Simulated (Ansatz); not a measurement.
Runs of Ansatz 0.2.0 on P. The structure is trigonal, space group R-3m (No. 166). The conventional cell has a = 3.451 Å, b = 3.451 Å, c = 9.389 Å, α = 90.00°, β = 90.00°, γ = 120.00°. P (site symmetry 3m) is surrounded by 3 P at 2.29 Å. This isn't the form of P at room conditions, which is orthorhombic.

```csv
task,level,potentials or basis,cell,k mesh,cutoff (eV),smearing,points for each segment of the path,mesh quality,gap on the mesh (eV),pressure (GPa),largest force (eV/Å)
single point,PBEsol,Ansatz PAW,as given,9 × 9 × 9,420,gaussian 0.1 eV,-,not flagged,none,-1.8,0.27
electric field gradients,wPBEh,Ansatz PAW,as given,6 × 6 × 6,420,fermi-dirac 0.01 eV,-,coarse,none,(b),0.36
band structure,PBEsol,Ansatz PAW,"atoms moved at random, drawn with an rms of 0.15 Å",9 × 9 × 9,420,gaussian 0.05 eV,14,not flagged,none,-7.9,0.82
electric field gradients,LDA,Ansatz PAW,"atoms moved at random, drawn with an rms of 0.1 Å",9 × 9 × 9,420,gaussian 0.05 eV,-,not flagged,none,-3.9,(a)
single point,r2SCAN0,Ansatz PAW earlier set,as given,6 × 6 × 6,600,fermi-dirac 0.01 eV,-,coarse,none,-,0.50
```

Alike in all rows: no spin polarisation.

Question: Estimate the missing entries.

Answer: (a) 0.41; (b) -0.2.

Caveats: some runs use coarse meshes; the PAW data sets come from PBE, with cores solved anew for the run's functional, which leaves a small shift of forces and pressure.

A k mesh can miss the band edges.

A gap of «none» marks a metal or a gap under the smearing width.

Not every run made on this cell is shown here.
